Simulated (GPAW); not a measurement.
PtSe2 (Sudovikovite):

```
Pt Se
1.0
     3.72400    0.00000    0.00000
    -1.86200    3.22508    0.00000
     0.00000    0.00000    5.06200
Pt Se
1 2
Direct
  0.00000 0.00000 0.00000
  0.66667 0.33333 0.75000
  0.33333 0.66667 0.25000
```

| Property | Result |
| --- | --- |
| Program | GPAW 26.7.0 |
| Task | relaxation of cell and atoms |
| Functional | revPBE |
| Dispersion | D3(BJ) |
| Potentials or basis | the program's PAW data sets (release 1.2.1) made for this functional |
| Cutoff | 600 eV |
| Basis | pw |
| k mesh | 6 × 6 × 4 |
| Occupations | fermi-dirac, width 0.05 eV |
| Spin | no spin polarisation |

At the start: pressure 1.9 GPa; volume 20.27 Å³/atom.

**Question.** Where does the relaxation end?

**Answer.** Over 12 steps the energy falls by 32.5 meV/atom and the volume is 19.21 Å³/atom (-5.2 %); space group P-3m1 (No. 164, to 0.05 Å).

Step by step:
```tsv
step	energy change (eV)	largest force (eV/Å)	pressure (GPa)	volume (Å³)
1	0.0000	0.7226	1.90	60.80
2	-0.0154	0.5556	0.72	61.00
3	-0.0377	0.1332	-2.04	61.35
4	-0.0432	0.0450	-2.42	61.19
5	-0.0637	0.2449	-2.75	59.94
6	-0.0747	0.2971	-1.76	58.86
7	-0.0837	0.1666	0.11	57.85
8	-0.0864	0.0488	0.78	57.70
9	-0.0889	0.0298	1.08	57.63
10	-0.0937	0.1129	1.14	57.55
11	-0.0967	0.0932	0.65	57.56
12	-0.0974	0.0318	0.17	57.63
```

Final structure:
```cif
data_structure
_symmetry_space_group_name_H-M 'P 1'
_symmetry_Int_Tables_number 1
_cell_length_a 3.7555
_cell_length_b 3.7555
_cell_length_c 4.7187
_cell_angle_alpha 90.000
_cell_angle_beta 90.000
_cell_angle_gamma 120.000
_cell_volume 57.63
loop_
_atom_site_label
_atom_site_type_symbol
_atom_site_fract_x
_atom_site_fract_y
_atom_site_fract_z
_atom_site_occupancy
Pt1 Pt 0.00000 0.00000 0.00000 1
Se1 Se 0.66667 0.33333 0.72859 1
Se2 Se 0.33333 0.66667 0.27141 1
```

Caveat: later steps reuse the first step's grids; pairwise dispersion overbinds metals, which lowers pressure and volume.
